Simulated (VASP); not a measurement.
A run of VASP 6.6.1:

Contents of INCAR:

```
SYSTEM = MgO
ALGO     = Fast           ! electronic algorithm
EDIFF    = 1E-7           ! SCF threshold, eV
ENCUT    = 520            ! plane-wave cutoff, eV
GGA      = PE             ! functional
ISIF     = 2              ! what is computed and relaxed
ISMEAR   = 0              ! smearing method
LASPH    = .True.         ! aspherical terms in the spheres
LCHARG   = .True.         ! write CHGCAR
LELF     = .True.         ! ELF
LREAL    = .False.        ! projectors in reciprocal space
LVHAR    = .True.       
LWAVE    = .False.        ! write WAVECAR
NBANDS   = 11             ! bands
NELM     = 60             ! most SCF steps
PREC     = Accurate       ! precision mode
SIGMA    = 0.02           ! smearing width, eV
```

Contents of KPOINTS:

```
k-points
0
Gamma
  12 12 10
  0 0 0
```

File POSCAR:

```
MgO
1.0
    2.9380209034      0.0000000000      0.0000000000
   -1.4690104517      2.5444007392      0.0000000000
    0.0000000000      0.0000000000      2.6796800000
Mg O
1 1
Direct
    0.0000000000      0.0000000000      0.0000000000
    0.3363569387      0.6814953090      0.4922192202
```

Potentials or basis: VASP PAW PBE potentials, release 64 (Mg, O).

Command:

```bash
$ cat potpaw_PBE.64/Mg/POTCAR potpaw_PBE.64/O/POTCAR > POTCAR
$ mpirun -np 1 vasp_std > vasp.out
```

Hardware: 1 thread of Intel(R) Xeon(R) Platinum 8488C (Sapphire Rapids), on a shared host.

Problem. How long does it take, and how much memory?

Solution. It took 97 s on 1 thread of Intel(R) Xeon(R) Platinum 8488C (Sapphire Rapids), with other jobs on the host, peak memory 0.27 GiB. Counts: scf iterations 16, k points 724.
